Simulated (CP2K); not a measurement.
The system is LiH.

```xyz
2
Lattice="2.8804 0.0000 0.0000 1.4402 2.4945 0.0000 1.4402 0.8315 2.3518" Properties=species:S:1:pos:R:3 pbc="T T T"
Li    0.0000    0.0000    0.0000
H     2.8804    1.6630    1.1759
```

```yaml
Program: CP2K 2026.2
Task: relaxation of cell and atoms
Functional: PBE
Dispersion: D2
Potentials_or_basis: POTENTIAL_UZH Li GTH-PBE-q3, H GTH-PBE-q1; DZVP-MOLOPT-PBE-GTH basis
Density_cutoff: 7483 eV
k_mesh: 9 × 9 × 9
Occupations: fermi-dirac, width 0.05 eV
Spin: no spin polarisation
```

At the start: pressure -8.4 GPa; volume 8.45 Å³/atom.

Q: How do energy, volume and symmetry change on relaxing?

A: Over 7 steps the energy falls by 41.1 meV/atom and the volume is 7.06 Å³/atom (-16.5 %); space group R-3m (No. 166, to 0.05 Å).

The path:
```csv
step,energy change (eV),largest force (eV/Å),volume (Å³)
1,0.0000,0.0000,16.90
2,-0.0037,0.0000,16.83
3,-0.0409,0.0000,12.75
4,-0.0814,0.0000,14.51
5,-0.0824,0.0000,14.16
6,-0.0822,0.0000,14.12
7,-0.0822,0.0000,14.12
```

Final structure:
```yaml
crystal:
  lattice:
    - [2.74940, 0.00000, 0.00000]
    - [1.44018, 2.34323, 0.00000]
    - [1.44018, 0.83148, 2.19139]
  atoms:
    - { symbol: Li, position: [0.00000, 0.00000, 0.00000] }
    - { symbol: H, position: [0.50000, 0.50000, 0.50000] }
```

Caveat: the volume moved by over 15 % at a fixed basis, so the end points are rough; the basis of atomic orbitals isn't converged, which shifts pressures, moduli and gaps; the real-space grid breaks the cell's symmetry a little.
